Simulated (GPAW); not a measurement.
Runs of GPAW 26.7.0 on Sb. It takes space group I4/mcm (No. 140, tetragonal). The conventional cell has a = 8.060 Å, b = 8.060 Å, c = 4.051 Å, α = 90.00°, β = 90.00°, γ = 90.00°. Around Sb (site symmetry m2m) lie 7 Sb at 3.03 to 3.45 Å. This isn't the form of Sb at room conditions, which is rhombohedral.

```tsv
task	level	potentials or basis	k mesh	cutoff (eV)	maxiter	band path	band points	convergence	pressure (GPa)	largest force (eV/Å)
band structure	PBEsol	PAW data sets generated in the run's folder for this functional, pw	5 × 5 × 5	600	150	GXMGZPNZ1M,XP	80	-	(b)	0.16
band structure	r2SCAN	GPAW PAW data sets (gpaw-data 1.2.1), pw	5 × 5 × 5	600	150	GXMGZPNZ1M,XP	80	-	0.5	0.07
band structure	LDA	the program's PAW data sets (release 1.2.1) made for this functional, pw	5 × 5 × 5	600	150	GXMGZPNZ1M,XP	80	-	-2.0	0.16
single point	LDA	the program's PAW data sets (release 1.2.1) made for this functional, pw	6 × 6 × 6	450	120	-	-	default	-3.3	(a)
```

Alike in all rows: no spin polarisation; cell as given; smearing fermi-dirac 0.05 eV.

Task: Fill in the values left out.

Result: (a) 0.10; (b) -1.0.

Caveats: the PAW data sets were made with another functional, which shifts forces and pressure a little (some runs); the cutoff is short for stress and forces, so pressures can be off by a GPa or more (some runs).

Not every run made on this cell is shown here.
